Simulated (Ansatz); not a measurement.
## Magnetic states of cobalt, A15

These are results of DFT, RPBE, plane waves (420 eV) with PAW, scalar-relativistic in Ansatz 0.2.0, not measurements. The PAW files were generated under PBE, with cores re-solved for the functional.

Each start was relaxed and then solved on a dense mesh, with Fermi-Dirac smearing of 0.05 eV (0.1 eV in a metal without spin) extrapolated to zero. Rows within 2 meV/atom of each other tie.

Problem. Where does each start end, and how do the energies compare? Starts: non-magnetic; ferromagnetic.

Solution. 
```json
{"start": "ferromagnetic", "ends": "ferromagnetic, net 1.71 μB per atom", "ΔE (meV/atom)": "0.0", "V (Å³/atom)": "11.47"}
{"start": "non-magnetic", "ends": "spin not included", "ΔE (meV/atom)": "346.4", "V (Å³/atom)": "10.89"}
```
